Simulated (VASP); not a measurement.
Set up this calculation in VASP 6.6.1, as the native input.

* Task: relaxation of shape and atoms at fixed volume
* Functional: PBE
* Potentials or basis: VASP PAW PBE potentials, release 64 (Os)
* Cutoff: 300 eV
* k mesh: 8 × 8 × 5
* Occupations: methfessel-paxton, width 0.1 eV
* Spin: no spin polarisation
* Further INCAR settings: ALGO = Normal; EDIFF = 1e-07; IBRION = 2; EDIFFG = -0.01; NSW = 40; ISIF = 4

The structure of Os lies in POSCAR:

```
Os                                      
1.0
    2.7667444186      0.0000000000      0.0000000000
   -1.3833722093      2.3960709523      0.0000000000
    0.0000000000      0.0000000000      4.3672029140
  Os            
     2
Direct
     0.3333333332999970    0.6666666667000030    0.2500000000000000
     0.6666666667000030    0.3333333332999970    0.7500000000000000
```

The cell isn't the ideal one: a relaxed cell with its volume scaled by 1.02.

One way to write it, as run:

INCAR

```
SYSTEM = Os
PREC     = Accurate       ! precision mode
ENCUT    = 300            ! plane-wave cutoff, eV
EDIFF    = 1E-7           ! SCF threshold, eV
ISMEAR   = 1              ! smearing method
SIGMA    = 0.1            ! smearing width, eV
LREAL    = .FALSE.        ! projectors in reciprocal space
LASPH    = .TRUE.         ! aspherical terms in the spheres
NELM     = 80             ! most SCF steps
ALGO     = Normal         ! electronic algorithm
ISIF     = 4              ! what is computed and relaxed
LWAVE    = .FALSE.        ! write WAVECAR
LCHARG   = .FALSE.        ! write CHGCAR
GGA      = PE             ! functional
IBRION   = 2              ! ionic algorithm
NSW      = 40             ! ionic steps
EDIFFG   = -0.01          ! ionic threshold
```

KPOINTS

```
Automatic mesh
0
G
  8 8 5
  0 0 0
```

Potentials or basis: VASP PAW PBE potentials, release 64 (Os).

Run with:

```console
$ cat potpaw_PBE.64/Os/POTCAR > POTCAR
$ mpirun -np 1 vasp_std > vasp.out
```

It gave:

```yaml
Energy_gained_by_relaxing: 0.0 meV/atom
Ionic_steps: 3
Pressure_after_relaxing: -7.8 GPa
Band_gap_on_the_k_mesh: none (metal or under the smearing width)
```

Wall time 11 s on 1 thread of Intel(R) Xeon(R) Platinum 8488C (Sapphire Rapids), on a shared host, peak memory 0.11 GiB.
